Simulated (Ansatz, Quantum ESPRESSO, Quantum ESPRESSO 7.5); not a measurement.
## Screening and band shifts of honeycomb BAs, 2 layers, AB stacking

How does honeycomb BAs, 2 layers, AB stacking respond to a gate-like field without added charge?

Program: Quantum ESPRESSO 7.5. Level of theory: plane-wave DFT, PBEsol, GBRV ultrasoft pseudopotentials (geometry and cross-check by Ansatz 0.2.0 with PAW datasets; geometry under PBE-D3(BJ)). Results are calculated unless marked as measured.

### 1. The structure

The cell holds 4 atoms: 2 As and 2 B. Its edges and angles: a = 3.390 Å, b = 3.390 Å, c = 20.300 Å, α = 90.0°, β = 90.0°, γ = 120.0°. It derives from BAs. Vacuum lies along c.

This sheet is a model structure: its symmetry is held, and its stability is not tested here.

### 2. Relaxation with Ansatz

A relaxation in Ansatz fixes the structure of this slab for the runs on it.

Input file input.yaml:

```yaml
crystal:
  lattice:
    - [3.39, 0.0, 0.0]
    - [-1.695, 2.9358261188, 0.0]
    - [0.0, 0.0, 20.3]
  atoms:
    - { symbol: As, position: [0.6666666667, 0.3333333333, 0.4187192118] }
    - { symbol: B, position: [0.3333333333, 0.6666666667, 0.4187192118] }
    - { symbol: As, position: [0.0, 0.0, 0.5812807882] }
    - { symbol: B, position: [0.6666666667, 0.3333333333, 0.5812807882] }
kpoints:
  mp_grid: { grid: [12, 12, 1] }
hamiltonian:
  xc: pbe
  dispersion: d3bj
scf:
  occupations: { method: fermi_dirac, width: 0.05 }
  convergence: { dr2_threshold: 1.0e-08 }
efield:
  axis: 3
  dipole_correction: true
  ramp_position: 0.97
  ramp_width: 0.04
relax:
  f_tol: 0.01
  cell: { fix: [c, alpha, beta] }
output:
  write_potential: true
  write_density: true
  volumetric_format: npy
```

The run is started by

```bash
$ ansatz run input.yaml --threads 4 --pin off --max-ram 8192MiB --backend cpu --events-out ev --progress --plain --runs-dir out
```

Numbers of over 12 decimals in the logs are rounded to 6 here.

Log:

```text
Warning: relax.cell: scf.convergence.dr2_threshold = 1e-8 eV is looser than the 4e-10 eV advised for a relaxation that steers and ends on the stress (1e-10 eV for each atom of the cell: 4). What an SCF threshold leaves in a stress goes as its square root, and in the free energy as the threshold itself, and one threshold admits the most on a small cell: [figures from the program's tests cut] Set scf.convergence.dr2_threshold to 4e-10 eV or tighter. The threshold is an SCF's pass mark: one that does not reach it within its budget of iterations ends unconverged, or closes short of it on a stop that the run arms, and scf.convergence.dr2_threshold's page says what that costs each kind of run
Engine: ansatz 0.2.0, aarch64-unknown-linux-gnu
Pseudopotentials: kind: paw
Pseudopotential: As, paw, valence charge 15, recommended cutoff 420 eV (normal), As.paw.azcp
Pseudopotential: B, paw, valence charge 3, recommended cutoff 420 eV (normal), B.paw.azcp
Functional definition: PBE
  parameter kappa = 0.804
  parameter beta = 0.066725
  exchange = pbe_x(kappa = kappa, mu = beta*pi^2/3)
  correlation = pbe_c(beta = beta)
Crystal: 4 atoms, lattice volume = 202.035 Å³
Basis set: ecut = 420 eV, 3979 PW (Γ), exchange–correlation on 48×48×288 points (8 copies of the dense FFT grid, shifted against one another)
Bands: 22, of which v1, the nominal top of the filled ones, is band 18 counted from 1 (17 counted from 0)
Symmetry: 6 space group operations
Space group: P3m1 (ITA 156), of the structure as read, at distance tolerance 5.9e-5 Å
k-points: 19 of 144 (time reversal used)
Non-local potential: As, projectors of the file, l = 0: 2, l = 1: 2, l = 2: 3, l = 3: 1
Non-local potential: B, projectors of the file, l = 0: 2, l = 1: 2, l = 2: 1
PAW form: soft (Blöchl's): semilocal exchange-correlation on the pseudo side does not see the compensation charge
PAW one-centre angular grid: As, 590 points (default); XC on 64 Gauss nodes
PAW one-centre angular grid: B, 110 points (default); XC on 64 Gauss nodes
Initial density: superposition of atomic densities (neutral atoms: chi_scale 0, normalization atom), corrected by the library's trained network
Initial wavefunctions: pseudopotential atomic-orbital guess
Functional: x = pbe(κ = 0.804, μ = 0.219515), c = pbe(β = 0.066725)
SCF iter   1: F=—  HF=-10023.360423 eV  |F-HF|=—  |Δ(HF+E_count)|=         —  Δρ=2.16e-3  dr2=1.76e-2  ethr=1.77e-3  p=0.000 e·Å  D=1.31e-4 V/Å  ΔV_dip=-0.00 eV  dr2_dipole=2.52e-3  V_vac-E_F(+/−)=4.62/4.63 eV  ⟨swp⟩=6.5  Hψ=2123  notcnv=0
efield: sawtooth ramp at fractional position 0.9700 (set: `efield.ramp_position`, or a place that a band, a saddle search or an elastic batch's reference lends), width 0.0400; the density the first Hamiltonian is built on has a dipole p = 0.000 e·Å; the dipole correction subtracts the counter field D = 1.31e-4 V/Å, which shifts the + side's vacuum level by -0.00 eV against the − side's; the planar-averaged density in the ramp window peaks in size at 2.7e-5 e/Å³
preconditioner: auto → none  [insulator: Δε(μ)=0.708 eV  Ē_g=9.526 eV  σ=0.050 eV  W_gap=1.00  n_scr=12 (ndim 8)  ℏωp=10.4 eV  f_vac=0.642  D(μ)=0.00/eV (n_scr^D=0)  ε∞_Penn≈2.2]
SCF iter   2: F=—  HF=-10023.365857 eV  |F-HF|=—  |Δ(HF+E_count)|=   5.43e-3  Δρ=1.29e-3  dr2=3.52e-2  ethr=4.88e-5  p=-0.037 e·Å  D=-3.35e-2 V/Å  ΔV_dip=0.68 eV  dr2_dipole=1.35e-2  V_vac-E_F(+/−)=5.06/4.38 eV  ⟨swp⟩=2.8  Hψ=807  notcnv=0
SCF iter   3: F=—  HF=-10023.360659 eV  |F-HF|=—  |Δ(HF+E_count)|=   5.20e-3  Δρ=7.16e-4  dr2=7.87e-3  ethr=4.88e-5  p=0.000 e·Å  D=4.21e-4 V/Å  ΔV_dip=-0.01 eV  dr2_dipole=2.89e-3  V_vac-E_F(+/−)=4.66/4.67 eV  ⟨swp⟩=2.9  Hψ=736  notcnv=0
SCF iter   4: F=—  HF=-10023.359396 eV  |F-HF|=—  |Δ(HF+E_count)|=   1.26e-3  Δρ=3.26e-4  dr2=4.62e-4  ethr=2.19e-5  p=-0.009 e·Å  D=-8.28e-3 V/Å  ΔV_dip=0.17 eV  dr2_dipole=1.03e-4  V_vac-E_F(+/−)=4.76/4.59 eV  ⟨swp⟩=1.4  Hψ=580  notcnv=0
SCF iter   5: F=—  HF=-10023.359494 eV  |F-HF|=—  |Δ(HF+E_count)|=   9.79e-5  Δρ=1.25e-4  dr2=5.84e-5  ethr=1.28e-6  p=-0.011 e·Å  D=-9.85e-3 V/Å  ΔV_dip=0.20 eV  dr2_dipole=2.14e-6  V_vac-E_F(+/−)=4.80/4.60 eV  ⟨swp⟩=2.0  Hψ=523  notcnv=0
SCF iter   6: F=—  HF=-10023.359503 eV  |F-HF|=—  |Δ(HF+E_count)|=   9.52e-6  Δρ=3.31e-5  dr2=1.35e-6  ethr=1.62e-7  p=-0.011 e·Å  D=-1.02e-2 V/Å  ΔV_dip=0.21 eV  dr2_dipole=3.80e-8  V_vac-E_F(+/−)=4.80/4.59 eV  ⟨swp⟩=2.0  Hψ=519  notcnv=0
SCF iter   7: F=—  HF=-10023.359509 eV  |F-HF|=—  |Δ(HF+E_count)|=   5.40e-6  Δρ=1.11e-5  dr2=2.32e-7  ethr=3.74e-9  p=-0.011 e·Å  D=-1.01e-2 V/Å  ΔV_dip=0.20 eV  dr2_dipole=5.67e-9  V_vac-E_F(+/−)=4.80/4.59 eV  ⟨swp⟩=2.8  Hψ=932  notcnv=0
SCF iter   8: F=—  HF=-10023.359509 eV  |F-HF|=—  |Δ(HF+E_count)|=   3.76e-7  Δρ=3.44e-6  dr2=1.51e-8  ethr=6.44e-10  p=-0.011 e·Å  D=-1.01e-2 V/Å  ΔV_dip=0.20 eV  dr2_dipole=8.59e-10  V_vac-E_F(+/−)=4.80/4.59 eV  ⟨swp⟩=2.0  Hψ=566  notcnv=0
SCF iter   9: F=-10023.359509 eV  HF=-10023.359509 eV  |F-HF|=4.95e-9  |Δ(HF+E_count)|=   9.14e-9  Δρ=7.12e-7  dr2=6.59e-10  ethr=2.78e-11  p=-0.011 e·Å  D=-1.01e-2 V/Å  ΔV_dip=0.20 eV  dr2_dipole=1.54e-12  V_vac-E_F(+/−)=4.80/4.59 eV  ⟨swp⟩=8.3  Hψ=2498  notcnv=0
SCF 1 converged in 9 iterations: F = -10023.359509 eV  dr2 = 6.59e-10
  greatest PAW one-centre occupation: 0.999 electrons in one spin orbital (limit 2), on the As atom at site 0 (counted from 0), in its partial waves of l = 2
relax step   1: F+E_penalty+E_count = -10023.35950910 eV  Δ(F+E_penalty+E_count) = +0.000e0 eV  max|allowed force component| = 2.531e-1 eV/Å  Δτ_max = 0.0000 Å  P = -0.371 GPa  Ω = 202.035 Å³  fix = [c, alpha, beta]  reactions: c +0.645 GPa  (9 SCF iters, accepted)
Crystal: 4 atoms, lattice volume = 200.689 Å³
Basis set: ecut = 420 eV, 3919 PW (Γ), exchange–correlation on 48×48×288 points (8 copies of the dense FFT grid, shifted against one another)
Initial density: handed on by an earlier stage of this run
Initial wavefunctions: those handed on with the density
iter 1 solved again at ethr=7.77e-4 eV; its pass at ethr=3.10e-3 eV (dr2=2.80e-1 eV) is discarded
SCF iter   1: F=—  HF=-10023.459427 eV  |F-HF|=—  |Δ(HF+E_count)|=         —  Δρ=1.09e-2  dr2=2.88e-1  ethr=7.77e-4  p=-0.011 e·Å  D=-1.01e-2 V/Å  ΔV_dip=0.20 eV  dr2_dipole=4.22e-4  V_vac-E_F(+/−)=4.77/4.57 eV  ⟨swp⟩=1.0  Hψ=2570  notcnv=0
[...]
SCF iter   3: F=—  HF=-10023.404416 eV  |F-HF|=—  |Δ(HF+E_count)|=   2.41e-4  Δρ=3.00e-4  dr2=4.17e-4  ethr=4.23e-6  p=-0.009 e·Å  D=-7.87e-3 V/Å  ΔV_dip=0.16 eV  dr2_dipole=1.36e-4  V_vac-E_F(+/−)=4.69/4.53 eV  ⟨swp⟩=2.0  Hψ=509  notcnv=0
SCF iter   4: F=—  HF=-10023.404355 eV  |F-HF|=—  |Δ(HF+E_count)|=   6.10e-5  Δρ=1.71e-4  dr2=7.03e-5  ethr=1.16e-6  p=-0.005 e·Å  D=-4.65e-3 V/Å  ΔV_dip=0.09 eV  dr2_dipole=4.55e-6  V_vac-E_F(+/−)=4.66/4.56 eV  ⟨swp⟩=2.0  Hψ=503  notcnv=0
SCF iter   5: F=—  HF=-10023.404351 eV  |F-HF|=—  |Δ(HF+E_count)|=   3.80e-6  Δρ=7.42e-5  dr2=5.38e-6  ethr=1.95e-7  p=-0.006 e·Å  D=-5.18e-3 V/Å  ΔV_dip=0.11 eV  dr2_dipole=6.45e-9  V_vac-E_F(+/−)=4.66/4.55 eV  ⟨swp⟩=2.0  Hψ=500  notcnv=0
SCF iter   6: F=—  HF=-10023.404358 eV  |F-HF|=—  |Δ(HF+E_count)|=   6.52e-6  Δρ=2.79e-5  dr2=7.16e-7  ethr=1.49e-8  p=-0.006 e·Å  D=-5.21e-3 V/Å  ΔV_dip=0.11 eV  dr2_dipole=1.59e-9  V_vac-E_F(+/−)=4.66/4.55 eV  ⟨swp⟩=2.1  Hψ=572  notcnv=0
SCF iter   7: F=—  HF=-10023.404359 eV  |F-HF|=—  |Δ(HF+E_count)|=   7.83e-7  Δρ=5.78e-6  dr2=3.34e-8  ethr=1.99e-9  p=-0.006 e·Å  D=-5.22e-3 V/Å  ΔV_dip=0.11 eV  dr2_dipole=9.68e-11  V_vac-E_F(+/−)=4.66/4.55 eV  ⟨swp⟩=2.3  Hψ=595  notcnv=0
SCF iter   8: F=-10023.404359 eV  HF=-10023.404359 eV  |F-HF|=4.00e-10  |Δ(HF+E_count)|=   3.69e-8  Δρ=9.76e-7  dr2=9.43e-10  ethr=2.78e-11  p=-0.006 e·Å  D=-5.22e-3 V/Å  ΔV_dip=0.11 eV  dr2_dipole=3.23e-12  V_vac-E_F(+/−)=4.66/4.55 eV  ⟨swp⟩=8.3  Hψ=2510  notcnv=0
SCF 3 converged in 8 iterations: F = -10023.404359 eV  dr2 = 9.43e-10
relax step   3: F+E_penalty+E_count = -10023.40435855 eV  Δ(F+E_penalty+E_count) = -1.904e-3 eV  max|allowed force component| = 5.128e-3 eV/Å  Δτ_max = 0.0306 Å  P = +0.015 GPa  Ω = 199.727 Å³  energy of the carried Pulay correction = +3.993e-4 eV  fix = [c, alpha, beta]  reactions: c -0.019 GPa  (8 SCF iters, accepted)
Initial wavefunctions: pseudopotential atomic-orbital guess (no wavefunctions were taken with the density)
iter 1 solved again at ethr=1.06e-7 eV; its pass at ethr=3.10e-3 eV (dr2=3.81e-5 eV) is discarded
SCF iter   1: F=—  HF=-10023.403979 eV  |F-HF|=—  |Δ(HF+E_count)|=         —  Δρ=1.08e-5  dr2=2.63e-8  ethr=1.06e-7  p=-0.006 e·Å  D=-5.22e-3 V/Å  ΔV_dip=0.11 eV  dr2_dipole=2.25e-14  V_vac-E_F(+/−)=4.66/4.55 eV  ⟨swp⟩=4.6  Hψ=3571  notcnv=0
efield: sawtooth ramp at fractional position 0.9700 (set: `efield.ramp_position`, or a place that a band, a saddle search or an elastic batch's reference lends), width 0.0400; the density the first Hamiltonian is built on has a dipole p = -0.006 e·Å; the dipole correction subtracts the counter field D = -5.22e-3 V/Å, which shifts the + side's vacuum level by +0.11 eV against the − side's; the planar-averaged density in the ramp window peaks in size at 5.8e-7 e/Å³
preconditioner: auto → none  [insulator: Δε(μ)=0.651 eV  Ē_g=9.607 eV  σ=0.050 eV  W_gap=1.00  n_scr=12 (ndim 8)  ℏωp=10.5 eV  f_vac=0.623  D(μ)=0.00/eV (n_scr^D=0)  ε∞_Penn≈2.2]
SCF iter   2: F=—  HF=-10023.403985 eV  |F-HF|=—  |Δ(HF+E_count)|=   6.13e-6  Δρ=5.67e-6  dr2=9.66e-9  ethr=2.78e-11  p=-0.006 e·Å  D=-5.22e-3 V/Å  ΔV_dip=0.11 eV  dr2_dipole=1.65e-11  V_vac-E_F(+/−)=4.66/4.55 eV  ⟨swp⟩=8.7  Hψ=3128  notcnv=0
SCF iter   3: F=-10023.403986 eV  HF=-10023.403986 eV  |F-HF|=2.89e-9  |Δ(HF+E_count)|=   4.93e-8  Δρ=1.85e-6  dr2=2.60e-9  ethr=2.68e-11  p=-0.006 e·Å  D=-5.21e-3 V/Å  ΔV_dip=0.11 eV  dr2_dipole=2.28e-10  V_vac-E_F(+/−)=4.66/4.55 eV  ⟨swp⟩=6.0  Hψ=2521  notcnv=0
SCF 4 converged in 3 iterations: F = -10023.403986 eV  dr2 = 2.60e-9
relax step   4: F+E_penalty+E_count = -10023.40398554 eV  Δ(F+E_penalty+E_count) = +3.730e-4 eV  max|allowed force component| = 5.130e-3 eV/Å  Δτ_max = 0.0000 Å  P = +0.013 GPa  Ω = 199.727 Å³  fix = [c, alpha, beta]  reactions: c -0.020 GPa  stress off target by 2.90e-2 GPa on what of the cell is left free  SCF on the basis re-selected at this cell (its energy is not comparable with the rows above)  (3 SCF iters)
basis re-selected at this cell: Δ(F+E_penalty+E_count) = +3.730e-4 eV, ΔP = -0.002 GPa vs the last step (what re-selecting the basis moved, of the pressure what is left beyond the Pulay correction that the steps carried, after the strain that the cell walked since its last selection, with what the two solves' SCF thresholds leave and, on support functions, any second-order correction that the steps lacked; it is no m [...]
WARN: The output density's exchange-correlation potential varies sharply where the density is thin. Do not read a vacuum level from v_tot or v_xc, or from such a field of the output density. On a cell that repeats whose density bears no net charge and no dipole along the vacuum's axis use v_es (v_loc + v_h of the components); under efield.dipole_correction with no amplitude use v_es + v_field, which holds any externa [...]
SCF converged after 3 iterations
Free energy (F): -10023.403986 eV
Harris-Foulkes:  -10023.403986 eV  (|F-HF|=2.89e-9)
Internal energy: -10023.403950 eV  (E = F + TS)
E sigma→0 (E₀):  -10023.403968 eV
Entropy (-TS):   -0.000035 eV (-0.009 meV/atom)
Fermi energy:    -0.320994 eV
Dipole field:    D = -0.005233 V/Å  (p = -0.005776 e·Å, saw-weighted, corrected)
Work function:   Φ+ = 4.6607 eV   Φ− = 4.5545 eV
Levels:          The Fermi level and band energies are counted from a zero that moves with the ramp; work functions are not
--- Per-component energies (eV) ---
  E_band       = -830.691201
  E_kinetic    = 299.693538
  E_local      = -22825.119270  (includes V_loc(G=0)·N_el)
  E_nonlocal   = -1315.084452
  E_hartree    = 11393.287153
  E_xc         = -219.949444
  E_vxc        = -231.229444  (∫ρ·V_xc dr)
  E_paw        = -3830.298334  (= ΣΔE_a)
  E_vpaw       = 454.433860  (= ΣTr[D̂ρ^β])
  E_aug_tail   = 0.000008  (compensation charges beyond the density's cutoff)
  E_efield     = 0.000015  (sawtooth field / dipole correction)
  E_vefield    = 0.041397  (∫n·V_field dr)
  E_ewald      = 6474.817765
  E_disp       = -0.750929  (pairwise vdW)
  E_smearing   = -0.000035  (= −TS)
  E_closure    = 0.000000  (closes the sum)
  Σ components = -10023.403986   (vs F -10023.403986, Δ=0.00e0)
--- Forces (eV/Å), atoms counted from 1 ---
  atom   1  As    -0.00000000     0.00000000     0.00096160
  atom   2  B      0.00000000    -0.00000000     0.00438166
  atom   3  As    -0.00000000     0.00000000    -0.00512622
  atom   4  B      0.00000000    -0.00000000    -0.00020100
  max |Σ_I F_I| component: 1.60e-5 eV/Å
--- Stress (GPa, compression-positive) ---
        0.029032      -0.000000       0.000000
       -0.000000       0.029032       0.000000
        0.000000       0.000000      -0.020002
  P = ⅓ Tr σ = 0.0127 GPa (0.127 kbar)
--- Band table (eV; the first three rows and the last of 19) ---
  k-point 0: bands = [... 14 lower, -2.2308, -2.2308, -2.0978, -2.0978, 3.0388, 3.1412, 3.3653, 3.7436]
  k-point 1: bands = [... 14 lower, -2.8727, -2.7268, -2.4476, -2.3066, 3.1666, 3.2731, 3.4821, 3.8549]
  k-point 2: bands = [... 14 lower, -4.0985, -3.4621, -2.9465, -2.7932, 2.9283, 3.1741, 3.5586, 4.1866]
  k-point 18: bands = [... 14 lower, -6.7475, -6.6146, -1.0766, -0.6505, 0.0002, 0.5139, 5.4853, 5.8772]
--- Relaxed structure (3 steps of the walk, 3 accepted, 1 SCFs on fresh bases) ---
  F+E_penalty+E_count = -10023.40398554 eV   max|allowed force component| = 5.130e-3 eV/Å   (the final SCF, on the basis selected at the relaxed cell)
  cell:  # Å, volume = 199.7271 Å³
    - [3.370584, -1.4370453536784968e-18, 0]
    - [-1.685292, 2.919012, 0]
    - [0, 0, 20.3]
  atoms:
    - { symbol: As, position: [0.666667, 0.333333, 0.411854] }
    - { symbol: B, position: [0.333333, 0.666667, 0.409337] }
    - { symbol: As, position: [1.3217652086348187e-17, -9.251858538489118e-17, 0.590598] }
    - { symbol: B, position: [0.666667, 0.333333, 0.588210] }
```

Elapsed: 8 s, on 4 threads of Arm Neoverse V1, shared host; peak memory 0.48 GiB.

Step by step:

```csv
step,energy less that of the first step (eV),largest force component (eV/Å),pressure (GPa),volume (Å³)
1,0.0000,0.2531,-0.37,202.03
2,-0.0429,0.0416,-0.24,200.69
3,-0.0449,0.0051,0.01,199.73
4*,-0.0445,0.0051,0.01,199.73
```

Relaxation steps marked * repeat the geometry before them on a plane-wave basis chosen anew for their cell, so energy and pressure can jump there.

```csv
cell as run,before,after,change
a (Å),3.390,3.371,-0.6 %
b (Å),3.390,3.371,-0.6 %
```

The atoms that moved most (Å, along periodic axes as changes of fractional coordinates times the final cell, across vacuum about the mean position):

```csv
atom,dx,dy,dz,length
B2,0.000,0.000,-0.190,0.190
As3,0.000,0.000,0.189,0.189
B4,0.000,0.000,0.141,0.141
As1,0.000,0.000,-0.139,0.139
```

Final coordinates:

```cif
data_structure
_symmetry_space_group_name_H-M 'P 1'
_symmetry_Int_Tables_number 1
_cell_length_a 3.3706
_cell_length_b 3.3706
_cell_length_c 20.3000
_cell_angle_alpha 90.000
_cell_angle_beta 90.000
_cell_angle_gamma 120.000
_cell_volume 199.73
loop_
_atom_site_label
_atom_site_type_symbol
_atom_site_fract_x
_atom_site_fract_y
_atom_site_fract_z
_atom_site_occupancy
As1 As 0.66667 0.33333 0.41185 1
B2 B 0.33333 0.66667 0.40934 1
As3 As 0.00000 0.00000 0.59060 1
B4 B 0.66667 0.33333 0.58821 1
```

Numbers from this step:

```
free energy                                                      : -10023.4040 eV
Fermi energy                                                     : -0.3210 eV
gap by band count                                                : 0.6507 eV
symmetry operations                                              : 6
dipole along the normal                                          : -0.005776 e·Å
vacuum level at the upper face over a Fermi level inside the gap : 4.661 eV
vacuum level at the lower face over a Fermi level inside the gap : 4.554 eV
```

(Continued in part 2 of 6.)

[Logs are printed without paths, hosts, clocks, repeated set-up lines and the standing remarks that a program may print on its own settings, such as how far it seeks lower states.]

[Hosts, paths, dates, database ids (printed as entryN), source tags and the programs' standing remarks are cut or masked in the printed files.]

[Maps of the electrostatic potential energy from Ansatz leave out the sawtooth potential of an applied field or a dipole correction, so their vacuum need not be flat; planar profiles and work functions include it.]
